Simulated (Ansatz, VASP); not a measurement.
# One calculation of IrO, two programs

```
Ir O
1.0
     3.12665    0.00000    0.00000
    -1.56332    2.70776    0.00000
     0.00000    0.00000    5.39158
Ir O
2 2
Direct
  0.00000 0.00000 0.00000
  0.00000 0.00000 0.50000
  0.33333 0.66667 0.25000
  0.66667 0.33333 0.75000
```

Alike in both runs: functional PBEsol; k mesh 6 × 6 × 4; occupations gaussian, width 0.1 eV; no spin polarisation.

Ansatz relaxed the structure, and its values are those at the end. VASP's run is a single point on that final structure, the one shown.

```csv
,VASP,Ansatz
version,VASP 6.6.1,Ansatz 0.2.0
potentials or method,"VASP PAW PBE potentials, release 64 (Ir, O)","scalar-relativistic, plane waves, PAW"
plane-wave cutoff (eV),520,420
valence electrons in the cell,30,46
```

|  | VASP | Ansatz | Ansatz less VASP |
| --- | --- | --- | --- |
| gap on the k mesh at the Fermi level (eV) | none | none | - |
| pressure (GPa) | 0.8 | 0.0 | -0.85 |

A gap of «none» marks a metal or a gap that the smearing closes. The functional is the same, so the differences come from potentials, cutoffs and numerics. The two sets of potentials don't hold the same shells in valence.

Caveats: the k mesh is coarse (spacing up to 0.39 Å⁻¹), so the values aren't converged; the PAW data sets were made with another functional, which shifts forces and pressure a little (VASP). Spin-orbit coupling is left out, which matters for the levels of Ir.
